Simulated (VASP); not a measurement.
Set up this calculation in VASP 6.6.1, as the native input.

```yaml
Task: single point
Functional: PBEsol
Potentials_or_basis: VASP PAW PBE potentials, release 64 (V_sv)
Cutoff: 520 eV
k_mesh: 27 × 27 × 14
Occupations: gaussian, width 0.15 eV
Spin: no spin polarisation
Dipole_correction: no
Further_INCAR_settings: ALGO = Fast; EDIFF = 1e-06; NBANDS = 20
```

The structure of V lies in POSCAR:

```
V
1.0
    2.4965740726      0.0000000000      0.0000000000
   -1.2482870363      2.1620965693      0.0000000000
    0.0000000000      0.0000000000      4.6421385966
V
2
Direct
    0.6666666667      0.3333333333      0.7500000000
    0.3333333333      0.6666666667      0.2500000000
```

This isn't the form of V at room conditions, which is bcc.

The cell isn't the ideal one: strain -0.030 along x and y, +0.000 along z, atoms carried along.

These files were run (other wordings do the same):

INCAR

```
  ALGO = Fast
  EDIFF = 1E-6
  ENCUT = 520
  GGA = PS
  ISIF = 2
  ISMEAR = 0
  LASPH = True
  LCHARG = False
  LREAL = False
  LWAVE = False
  NBANDS = 20
  NELM = 100
  PREC = Accurate
  SIGMA = 0.15
```

KPOINTS

```
k-points
0
Gamma
  27 27 14
```

Potentials or basis: VASP PAW PBE potentials, release 64 (V_sv).

Launch:

```sh
$ cat potpaw_PBE.64/V_sv/POTCAR > POTCAR
$ mpirun -np 1 vasp_std > vasp.out
```

Results of the run:

The pressure is 13.2 GPa. The band gap on the k mesh is none (metal or under the smearing width).

Caveat: the PAW data sets were made with another functional, which shifts forces and pressure a little.

It took 99 s on 1 thread of Intel(R) Xeon(R) 6975P-C (Granite Rapids) (shared host), peak memory 0.33 GiB.
